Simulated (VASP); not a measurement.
# Si (P6/mmm) in VASP: further runs

Aim: see how the results for Si move with the level of theory and the settings. Levels: PBE, LDA, HSEsol+D3(BJ), PBEsol. Tasks: single point, relaxation of cell and atoms, relaxation of the atoms.

All numbers are computed with VASP 6.6.1; they aren't measurements. Logs are shortened: lines on timing, memory, paths and dates and some standing lists are left out, and cuts for length are marked.

## (1) Starting point

It takes space group P6/mmm (No. 191, hexagonal). Conventional cell: a = 2.621 Å, b = 2.621 Å, c = 2.466 Å, α = 90.00°, β = 90.00°, γ = 120.00°. Si (site symmetry 6/mmm) has 8 Si at 2.47 to 2.62 Å as nearest neighbours.

This isn't the form of Si at room conditions, which is diamond.

## (2) Single point, PBE

The input, run.py:

```python
from ase.calculators.vasp import Vasp
from ase.dft.bandgap import bandgap
from ase.io import read

atoms = read('Si.cif')
calc = Vasp(
    directory='calc',
    xc='pbe',
    pp='PBE',
    setups='recommended',
    pp_version='54',
    prec='Accurate',
    encut=520,
    ediff=1e-06,
    ismear=0,
    sigma=0.1,
    lreal=False,
    lasph=True,
    nelm=100,
    algo='Normal',
    isif=2,
    lwave=False,
    lcharg=False,
    kpts=[12, 12, 11],
    gamma=True,
    nbands=8,
)
atoms.calc = calc

print('energy (eV):', atoms.get_potential_energy())
print('free energy (eV):', atoms.get_potential_energy(force_consistent=True))
print('forces (eV/A):')
print(atoms.get_forces())
print('stress (eV/A^3, Voigt):', atoms.get_stress())
print('Fermi level (eV):', calc.get_fermi_level())
gap, top, bottom = bandgap(calc)
print('band gap (eV):', gap, 'from (spin, k, band)', top, 'to', bottom)
```

The input, Si.cif:

```cif
data_Si
_cell_length_a 2.62054281
_cell_length_b 2.62054281
_cell_length_c 2.46635439
_cell_angle_alpha 90.00000000
_cell_angle_beta 90.00000000
_cell_angle_gamma 120.00000000
_space_group_name_H-M_alt 'P1'
_space_group_name_Hall 'P 1'
_space_group_IT_number 1
loop_
_space_group_symop_operation_xyz
'x,y,z'
loop_
_atom_site_label
_atom_site_type_symbol
_atom_site_symmetry_multiplicity
_atom_site_Wyckoff_symbol
_atom_site_fract_x
_atom_site_fract_y
_atom_site_fract_z
_atom_site_occupancy
Si1 Si 1 a 0.0000000000 0.0000000000 0.0000000000 1
```

Potentials or basis: VASP PAW PBE potentials, release 54 (Si).

The run is started by

```bash
> python run.py
```

Standard output:

```text
energy (eV): -5.11801572
free energy (eV): -5.11898677
forces (eV/A):
[[0. 0. 0.]]
stress (eV/A^3, Voigt): [-0.00923973 -0.00923973 -0.03816578 -0.         -0.         -0.        ]
Fermi level (eV): 9.65868915
band gap (eV): 0.0 from (spin, k, band) (None, None, None) to (None, None, None)
```

OUTCAR:

```text
ENCUT = 520.000000
   EDIFF = 1.00e-06
   GGA = PE
   PREC = Accurate
   ISIF = 2
   ISMEAR = 0
   NELM = 100
   LASPH = .TRUE.
   LREAL = .FALSE.

 ion  position               nearest neighbor table
   1  0.000  0.000  0.000-

  LATTYP: Found a hexagonal cell.
 ALAT       =     2.6205428100
 C/A-ratio  =     0.9411616481

  Lattice vectors:

 A1 = (   2.6205428100,   0.0000000000,   0.0000000000)
 A2 = (  -1.3102714050,   2.2694566452,   0.0000000000)
 A3 = (   0.0000000000,   0.0000000000,   2.4663543900)

Analysis of symmetry for initial positions (statically):
=====================================================================
 Subroutine PRICEL returns:
 Original cell was already a primitive cell.

 Routine SETGRP: Setting up the symmetry group for a
 hexagonal supercell.

 Subroutine GETGRP returns: Found 24 space group operations
 (whereof 24 operations were pure point group operations)
 out of a pool of 24 trial point group operations.

The static configuration has the point symmetry D_6h.

Analysis of symmetry for dynamics (positions and initial velocities):
=====================================================================
 Subroutine PRICEL returns:
 Original cell was already a primitive cell.

 Routine SETGRP: Setting up the symmetry group for a
 hexagonal supercell.

 Subroutine GETGRP returns: Found 24 space group operations
 (whereof 24 operations were pure point group operations)
 out of a pool of 24 trial point group operations.

The dynamic configuration has the point symmetry D_6h.

 Subroutine INISYM returns: Found 24 space group operations
 (whereof 24 operations are pure point group operations),
 and found     1 'primitive' translations

[... 121 lines left out ...]
   LEPSILON=     F    determine dielectric tensor
   LRPA    =     F    only Hartree local field effects (RPA)
 non-spin polarized calculation
 Gauss-broadening in eV      SIGMA  =   0.10
  energy-cutoff  :      520.00
  volume of cell :       14.67
 maximum number of plane-waves:       408
 NGX is ok and might be reduce to    20
   NGX =  9   NGY =  9   NGZ =  9

 number of electron       4.0000000 magnetization

 Free energy of the ion-electron system (eV)
  ---------------------------------------------------
  ext. energy  EPLUGINS =         0.00000000
  ---------------------------------------------------
  free energy    TOTEN  =        -5.11898677 eV

  energy without entropy =       -5.11704468  energy(sigma->0) =       -5.11801572

 E-fermi :   9.6587     XC(G=0): -11.0682

 val. band max:        9.6503094748   @ k =   0.3333   0.2500   0.4545
 cond. band min:       9.7100308264   @ k =   0.4167   0.1667   0.0000
 fundamental gap:      0.0597213516
 Fermi energy:         9.6586891493

 k-point     1 :       0.0000    0.0000    0.0000
  band No.  band energies     occupation
      1      -4.4459      2.00000
      2      17.1959      0.00000
      3      17.7034      0.00000
      4      20.0713      0.00000
      5      20.0713      0.00000
      6      21.9738      0.00000
      7      21.9738      0.00000
      8      27.3355      0.00000
[... 243 lines left out ...]
 k-point    24 :       0.3333    0.0000    0.0909
  band No.  band energies     occupation
      1      -1.1623      2.00000
      2       7.8204      2.00000
      3      15.6846      0.00000
      4      16.0581      0.00000
      5      19.1400      0.00000
      6      25.9222      0.00000
      7      26.4503      0.00000
      8      31.7401      0.00000

 [... further k-points ...]
[... 5 lines left out ...]
  --------------------------------------------------------------------------------------
  -------------------------------------------------------------------------------------
  Total        0.1355276      0.1355276      0.5598126      0.0000000      0.0000000      0.0000000
  in kB       14.8036768     14.8036768     61.1483284      0.0000000      0.0000000      0.0000000
  external PRESSURE =      30.2518940 kB  Pullay stress =       0.0000000 kB

 VOLUME and BASIS-vectors are now :
 -----------------------------------------------------------------------------
  energy-cutoff  :      520.00
  volume of cell :       14.67
      direct lattice vectors                 reciprocal lattice vectors
     2.620542810  0.000000000  0.000000000     0.381600330  0.220317053  0.000000000
    -1.310271405  2.269456645  0.000000000     0.000000000  0.440634106  0.000000000
     0.000000000  0.000000000  2.466354390     0.000000000  0.000000000  0.405456736

 POSITION                                       TOTAL-FORCE (eV/Angst)
 -----------------------------------------------------------------------------------
      0.00000      0.00000      0.00000         0.000000      0.000000      0.000000
 -----------------------------------------------------------------------------------
    total drift:                               -0.000000     -0.000000      0.000000

  FREE ENERGIE OF THE ION-ELECTRON SYSTEM (eV)
  ---------------------------------------------------
  free  energy   TOTEN  =        -5.1189867669 eV

  energy  without entropy=       -5.1170446804  energy(sigma->0) =       -5.11801572
```

INCAR:

```text
ENCUT = 520.000000
SIGMA = 0.100000
EDIFF = 1.00e-06
ALGO = Normal
GGA = PE
PREC = Accurate
ISIF = 2
ISMEAR = 0
NBANDS = 8
NELM = 100
LASPH = .TRUE.
LCHARG = .FALSE.
LWAVE = .FALSE.
LREAL = .FALSE.
```

Wall time 8.8 s (1 thread of Intel Xeon Platinum 8488C (Sapphire Rapids), shared host); peak memory 0.12 GiB.

What came out:

```yaml
Free_energy: -5.1190 eV
Pressure: 3.0 GPa
Band_gap_on_the_k_mesh: none (metal or under the smearing width)
```

## (3) Relaxation of cell and atoms, LDA, collinear spin, ferromagnetic start (volume scaled by 0.8)

The input, INCAR:

```
SYSTEM = Si
PREC = Accurate
ENCUT = 600
EDIFF = 1E-6
ISMEAR = 0
SIGMA = 0.05
LREAL = .False.
LASPH = .True.
NELM = 100
ALGO = Fast
ISIF = 3
LWAVE = .False.
LCHARG = .False.
ISPIN = 2
MAGMOM = 0.5
LORBIT = 11
GGA = CA
IBRION = 2
NSW = 60
EDIFFG = -0.01
```

The input, Si.cif:

```cif
data_Si
_cell_length_a 2.43269645
_cell_length_b 2.43269645
_cell_length_c 2.28956060
_cell_angle_alpha 90.00000000
_cell_angle_beta 90.00000000
_cell_angle_gamma 120.00000000
_space_group_name_H-M_alt 'P6/mmm'
_space_group_name_Hall '-P 6 2'
_space_group_IT_number 191
loop_
_space_group_symop_operation_xyz
'x,y,z'
'-x,-y,-z'
'x-y,x,z'
'-x+y,-x,-z'
'-y,x-y,z'
'y,-x+y,-z'
'-x,-y,z'
'x,y,-z'
'-x+y,-x,z'
'x-y,x,-z'
'y,-x+y,z'
'-y,x-y,-z'
'-y,-x,-z'
'y,x,z'
'-x,-x+y,-z'
'x,x-y,z'
'-x+y,y,-z'
'x-y,-y,z'
'y,x,-z'
'-y,-x,z'
'x,x-y,-z'
'-x,-x+y,z'
'x-y,-y,-z'
'-x+y,y,z'
loop_
_atom_site_label
_atom_site_type_symbol
_atom_site_symmetry_multiplicity
_atom_site_Wyckoff_symbol
_atom_site_fract_x
_atom_site_fract_y
_atom_site_fract_z
_atom_site_occupancy
Si1 Si 1 a 0.0000000000 0.0000000000 0.0000000000 1
```

The input, KPOINTS:

```
Automatic mesh
0
Gamma
  12 12 11
  0 0 0
```

The input, POSCAR:

```
Si
 1.0000000000000000
     2.4326964499999999    0.0000000000000000    0.0000000000000000
    -1.2163482249999995    2.1067769253962205    0.0000000000000000
     0.0000000000000000    0.0000000000000000    2.2895606000000002
 Si 
   1
Cartesian
  0.0000000000000000  0.0000000000000000  0.0000000000000000
```

Potentials or basis: VASP PAW LDA potentials, release 54 (Si).

The run is started by

```bash
> ase convert -i cif -o vasp Si.cif POSCAR
> cat potpaw_LDA.54/Si/POTCAR > POTCAR
> mpirun -np 1 vasp_std > vasp.out
```

Wall time 29 s (1 thread of Intel Xeon Platinum 8488C (Sapphire Rapids), shared host); peak memory 0.13 GiB.

It converged, with:

```yaml
Free_energy: -5.7447 eV
Relaxed_volume: 14.54 Å³/atom
Relaxed_cell: a = 2.603 Å, b = 2.603 Å, c = 2.478 Å, α = 90.00°, β = 90.00°, γ = 120.00°
Space_group_after_relaxing_to_0.05_Å: P6/mmm (No. 191)
Energy_gained_by_relaxing: 298.3 meV/atom
Ionic_steps: 6
Pressure_after_relaxing: -0.1 GPa
Band_gap_on_the_k_mesh: none (metal or under the smearing width)
Net_moment: 0.00 μB per cell
Valence_electrons_inside_the_program's_atomic_spheres: Si 1.63
```

The path:
```
step  energy change (eV)  largest force (eV/Å)  pressure (GPa)  volume (Å³)
   1              0.0000                0.0000           40.94        11.73
   2             -0.1268                0.0000          -13.87        17.59
   3             -0.2967                0.0000           -0.22        14.55
   4             -0.2968                0.0000            0.29        14.49
   5             -0.2982                0.0000           -0.12        14.55
   6             -0.2983                0.0000           -0.05        14.54
```

Final structure:
```
CELL_PARAMETERS angstrom
2.60264 0.00000 0.00000
-1.30132 2.25395 0.00000
0.00000 0.00000 2.47826
ATOMIC_POSITIONS crystal
Si 0.00000 0.00000 0.00000
```

Levels at points of the mesh, in eV from the Fermi level:
Spin up:
| k point | band 1 | band 2 | band 3 | band 4 | band 5 | band 6 |
| --- | --- | --- | --- | --- | --- | --- |
| (0.00, 0.00, 0.00) | -14.09 | 7.51 | 7.73 | 10.63 | 10.63 | 12.50 |
| (0.50, 0.00, 0.00) | -7.46 | -6.73 | 5.38 | 6.73 | 12.64 | 14.96 |
Spin down:
| k point | band 1 | band 2 | band 3 | band 4 | band 5 |
| --- | --- | --- | --- | --- | --- |
| (0.00, 0.00, 0.00) | -14.09 | 7.51 | 7.73 | 10.63 | 10.63 |
| (0.50, 0.00, 0.00) | -7.46 | -6.73 | 5.38 | 6.73 | 12.64 |

## (4) Single point, HSEsol+D3(BJ) (cell strained at random at fixed volume)

The input, POSCAR:

```
Si
1.0
    2.6060580000      0.0081590000      0.0181110000
   -1.2959630000      2.2920340000     -0.0017220000
    0.0170450000      0.0079700000      2.4514370000
Si
1
Direct
    0.0739650000      0.0343060000      0.0184410000
```

The input, INCAR.step1:

```
SYSTEM = Si
PREC = Accurate
ENCUT = 520
EDIFF = 1E-5
ISMEAR = 0
SIGMA = 0.05
LREAL = .FALSE.
LASPH = .TRUE.
NELM = 80
ALGO = Normal
ISIF = 2
LWAVE = .TRUE.
LCHARG = .FALSE.
NBANDS = 8
GGA = PE
```

The input, INCAR.step2:

```
SYSTEM = Si
PREC = Accurate
ENCUT = 520
EDIFF = 1E-7
ISMEAR = 0
SIGMA = 0.05
LREAL = .FALSE.
LASPH = .TRUE.
NELM = 80
ALGO = Normal
ISIF = 2
LWAVE = .FALSE.
LCHARG = .FALSE.
GGA = PS
LHFCALC = .TRUE.
HFSCREEN = 0.2
PRECFOCK = Fast
IVDW = 12
VDW_S6 = 1.0
VDW_S8 = 2.9215
VDW_A1 = 0.465
VDW_A2 = 6.2003
NBANDS = 8
ISTART = 1
```

The input, KPOINTS:

```
Automatic mesh
0
G
  6 6 6
  0 0 0
```

Potentials or basis: VASP PAW PBE potentials, release 64 (Si).

The run is started by

```bash
> cat potpaw_PBE.64/Si/POTCAR > POTCAR
> cp INCAR.step1 INCAR
> mpirun -np 1 vasp_std > vasp.out
> cp INCAR.step2 INCAR
> mpirun -np 1 vasp_std > vasp.out
```

Run time: 3 min. Hardware: 1 thread of Intel Xeon Platinum 8488C (Sapphire Rapids), shared host; peak memory 0.23 GiB.

The run converged. Its results:

```
Free energy                : -6.4562 eV
Pressure                   : -4.6 GPa
Band gap on the k mesh     : none (metal or under the smearing width)
Dispersion energy per atom : -0.339 eV
```

Stress tensor (GPa, compression positive):
```
-9.40  6.51 -2.07
 6.51  0.62 -0.15
-2.07 -0.15 -4.94
```

Levels at points of the mesh, in eV from the Fermi level:
```
           k point  band 1  band 2  band 3  band 4  band 5  band 6  band 7
(0.00, 0.00, 0.00)  -16.64    7.80    8.55   10.40   10.85   12.32   12.98
(0.50, 0.00, 0.00)   -9.42   -8.44    4.98    6.45   13.68   15.94   17.76
(0.00, 0.50, 0.00)   -9.64   -8.51    5.43    6.74   13.54   15.94   17.61
(0.50, 0.50, 0.00)   -9.28   -8.38    4.64    6.22   13.78   15.99   17.79
(0.00, 0.00, 0.50)  -11.01   -8.94   14.35   14.80   15.35   16.00   16.88
(0.50, 0.00, 0.50)   -4.01   -3.23   -2.53    1.15    9.11   12.68   12.88
(0.00, 0.50, 0.50)   -4.07   -3.43   -2.86    1.07    9.56   12.87   13.42
(0.50, 0.50, 0.50)   -3.92   -3.17   -2.35    1.19    8.83   12.31   12.83
```

Caveat: the k mesh is coarse (spacing up to 0.46 Å⁻¹), so the values aren't converged, least of all with exact exchange; the PAW data sets were made with another functional, which shifts forces and pressure a little; pairwise dispersion overbinds metals, which lowers pressure and volume.

## (5) Relaxation of the atoms, PBEsol (cell strained at random at fixed volume)

The input, run.py:

```python
from ase import Atoms
from ase.calculators.vasp import Vasp
from ase.optimize import LBFGS

atoms = Atoms(
    ['Si'],
    cell=[[2.606058, 0.008159, 0.018111], [-1.295963, 2.292034, -0.001722], [0.017045, 0.00797, 2.451437]],
    scaled_positions=[[0.073965, 0.034306, 0.018441]],
    pbc=True,
)
calc = Vasp(
    directory='calc',
    xc='pbesol',
    pp='PBE',
    setups='recommended',
    prec='Accurate',
    encut=520,
    ediff=1e-06,
    ismear=-1,
    sigma=0.1,
    lreal=False,
    lasph=True,
    nelm=80,
    algo='Normal',
    isif=2,
    lwave=True,
    lcharg=False,
    kpts=[12, 12, 11],
    gamma=True,
)
atoms.calc = calc
opt = LBFGS(atoms, trajectory='relax.traj')
converged = opt.run(fmax=0.01, steps=40)
print('converged:', converged)

print('energy (eV):', atoms.get_potential_energy())
print('free energy (eV):', atoms.get_potential_energy(force_consistent=True))
print('forces (eV/A):')
print(atoms.get_forces())
print('stress (eV/A^3, Voigt):', atoms.get_stress())
print('Fermi level (eV):', calc.get_fermi_level())
print('cell (A, degrees):', atoms.cell.cellpar())
print('volume (A^3):', atoms.get_volume())
print('scaled positions:')
print(atoms.get_scaled_positions())
```

Potentials or basis: VASP PAW PBE potentials, release 64 (Si).

The run is started by

```bash
> python run.py
```

Standard output:

```text
Step     Time          Energy          fmax
LBFGS:    0       -5.557445        0.000000
converged: True
energy (eV): -5.55123634
free energy (eV): -5.5574451
forces (eV/A):
[[-0.  0. -0.]]
stress (eV/A^3, Voigt): [ 0.0019378   0.00835907 -0.0272454   0.00334427  0.00614389 -0.00057958]
Fermi level (eV): 9.62575426
cell (A, degrees): [  2.6061337    2.63304822   2.45150921  90.07139673  89.20287505
 119.30484284]
volume (A^3): 14.6679204460213
scaled positions:
[[0.073965 0.034306 0.018441]]
```

OUTCAR:

```text
ENCUT = 520.000000
   EDIFF = 1.00e-06
   GGA = PS
   PREC = Accurate
   ISIF = 2
   ISMEAR = -1
   NELM = 80
   LASPH = .TRUE.
[... 438 lines left out ...]
 -----------------------------------------------------------------------------------
      0.14861      0.07938      0.04649        -0.000000      0.000000     -0.000000
 -----------------------------------------------------------------------------------
    total drift:                               -0.000000     -0.000000      0.000002

  FREE ENERGIE OF THE ION-ELECTRON SYSTEM (eV)
  ---------------------------------------------------
  free  energy   TOTEN  =        -5.5574451017 eV

  energy  without entropy=       -5.5450275701  energy(sigma->0) =       -5.55123634
```

INCAR:

```text
ENCUT = 520.000000
SIGMA = 0.100000
EDIFF = 1.00e-06
ALGO = Normal
GGA = PS
PREC = Accurate
ISIF = 2
ISMEAR = -1
NELM = 80
LASPH = .TRUE.
LCHARG = .FALSE.
LWAVE = .TRUE.
LREAL = .FALSE.
```

Wall time 24 s (1 thread of Intel Xeon Platinum 8488C (Sapphire Rapids), shared host); peak memory 0.17 GiB.

Results:

* Free energy: -5.5574 eV
* Pressure after relaxing: 0.9 GPa
* Band gap on the k mesh: none (metal or under the smearing width)

Stress tensor (GPa, compression positive):
```
-0.31  0.09 -0.98
 0.09 -1.34 -0.54
-0.98 -0.54  4.37
```

Final structure:
```
CELL_PARAMETERS angstrom
2.60606 0.00816 0.01811
-1.29596 2.29203 -0.00172
0.01705 0.00797 2.45144
ATOMIC_POSITIONS crystal
Si 0.07397 0.03431 0.01844
```

Caveat: the relaxation stopped at its first step, so nothing moved; the PAW data sets were made with another functional, which shifts forces and pressure a little.

## (6) Overview

```csv
task,level,potentials or basis,spin,cell,k mesh,cutoff (eV),smearing,grid for exact exchange (PRECFOCK),optimiser,mesh quality,gap on the mesh (eV),pressure (GPa)
single point,PBE,"VASP PAW PBE potentials, release 54 (Si)",off,as given,12 × 12 × 11,520,gaussian 0.1 eV,-,-,not flagged,none,3.0
relaxation of cell and atoms,LDA,"VASP PAW LDA potentials, release 54 (Si)","collinear, ferromagnetic start",relaxed from: volume scaled by 0.8,12 × 12 × 11,600,gaussian 0.05 eV,-,-,not flagged,none,-0.1
single point,HSEsol+D3(BJ),"VASP PAW PBE potentials, release 64 (Si)",off,cell strained at random at fixed volume,6 × 6 × 6,520,gaussian 0.05 eV,Fast,-,coarse,none,-4.6
relaxation of the atoms,PBEsol,"VASP PAW PBE potentials, release 64 (Si)",off,atoms relaxed from: cell strained at random at fixed volume,12 × 12 × 11,520,fermi-dirac 0.1 eV,-,LBFGS,not flagged,none,0.9
```

Caveats: some runs use coarse meshes; the PAW data sets were made with another functional, which shifts forces and pressure a little (some runs); pairwise dispersion overbinds metals, which lowers pressure and volume (some runs); the relaxation stopped at its first step, so nothing moved (some runs).

Absolute energies hang on the potentials; compare differences alone.
